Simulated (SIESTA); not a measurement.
Set up this calculation in SIESTA 5.4.2, as the native input.

```
Task                : band structure
Functional          : vdW-DF-cx
Potentials or basis : PseudoDojo 0.4 standard (PBE files)
Basis               : DZP (energy shift 0.003 Ry; two zetas on semicore shells)
Grid cutoff         : 800 Ry
Energy shift        : 0.003 Ry
k mesh              : 8 × 8 × 8
Occupations         : fermi-dirac, width 0.05 eV
Spin                : no spin polarisation
```

Crystal: HgSe.

```
Hg Se
1.0
     0.00000    3.03900    3.03900
     3.03900    0.00000    3.03900
     3.03900    3.03900    0.00000
Hg Se
1 1
Direct
  0.00000 0.00000 0.00000
  0.75000 0.75000 0.75000
```

The input as run:

HgSe.fdf

```
SystemName                      HgSe
SystemLabel                     HgSe
NumberOfSpecies                 2
NumberOfAtoms                   2
%block ChemicalSpeciesLabel
  1  80 Hg
  2  34 Se
%endblock ChemicalSpeciesLabel

LatticeConstant                 1.0 Ang
%block LatticeVectors
     0.0000000000     3.0390000000     3.0390000000
     3.0390000000     0.0000000000     3.0390000000
     3.0390000000     3.0390000000     0.0000000000
%endblock LatticeVectors
AtomicCoordinatesFormat         Fractional
%block AtomicCoordinatesAndAtomicSpecies
     0.0000000000     0.0000000000     0.0000000000  1  Hg
     0.7500000000     0.7500000000     0.7500000000  2  Se
%endblock AtomicCoordinatesAndAtomicSpecies

%block kgrid.MonkhorstPack
    8   0   0  0.0
    0   8   0  0.0
    0   0   8  0.0
%endblock kgrid.MonkhorstPack
XC.Functional                   VDW
XC.Authors                      BH
PAO.BasisSize                   DZP
PAO.EnergyShift                 0.003 Ry
Mesh.Cutoff                     800 Ry
OccupationFunction              FD
ElectronicTemperature           0.05 eV
MaxSCFIterations                120
SCF.MustConverge                false
SCF.Mixer.Method                Pulay
SCF.Mixer.Weight                0.25
SCF.Mixer.History               8
SCF.DM.Tolerance                5.0e-05
SCF.H.Tolerance                 1.0e-03 eV
WriteForces                     true
Charge.Mulliken                 end
BandLinesScale                  ReciprocalLatticeVectors
%block BandLines
    1    0.000000   0.000000   0.000000  \Gamma
   12    0.500000   0.000000   0.500000  X
    6    0.500000   0.250000   0.750000  W
    4    0.375000   0.375000   0.750000  K
   13    0.000000   0.000000   0.000000  \Gamma
   11    0.500000   0.500000   0.500000  L
    8    0.625000   0.250000   0.625000  U
    4    0.500000   0.250000   0.750000  W
    9    0.500000   0.500000   0.500000  L
    8    0.375000   0.375000   0.750000  K
    1    0.625000   0.250000   0.625000  U
    4    0.500000   0.000000   0.500000  X
%endblock BandLines
%block PAO.Basis
  Hg 5
  n=5 0 2
    2.588 0.000
  n=6 0 2
    5.703 0.000
  n=5 1 2
    3.064 0.000
  n=6 1 1
    5.703
  n=5 2 2
    4.967 0.000
  Se 4
  n=4 0 2
    5.129 0.000
  n=4 1 2
    6.762 0.000
  n=3 2 2
    2.662 0.000
  n=4 2 1
    6.762
%endblock PAO.Basis
```

Potentials or basis: PseudoDojo 0.4 standard (PBE files), DZP (energy shift 0.003 Ry; two zetas on semicore shells).

Launch:

```sh
$ siesta < HgSe.fdf > HgSe.out 2>&1
```

It gave:

The pressure is 3.2 GPa. The band gap on the k mesh is none (metal or under the smearing width).

Caveat: short orbitals over semicore shells can move pressures by several GPa; the valence orbitals were made in a potential fitted to the semicore shell under them, which widens gaps by tenths of an eV or more; the potentials were made for another functional, which shifts forces and pressure; spin-orbit coupling is left out, which moves the levels of the heavy elements; the basis of atomic orbitals isn't converged, which shifts pressures, moduli and gaps.

It took 46 s on 1 thread of Arm Neoverse V2, with other jobs on the host, peak memory 0.33 GiB.
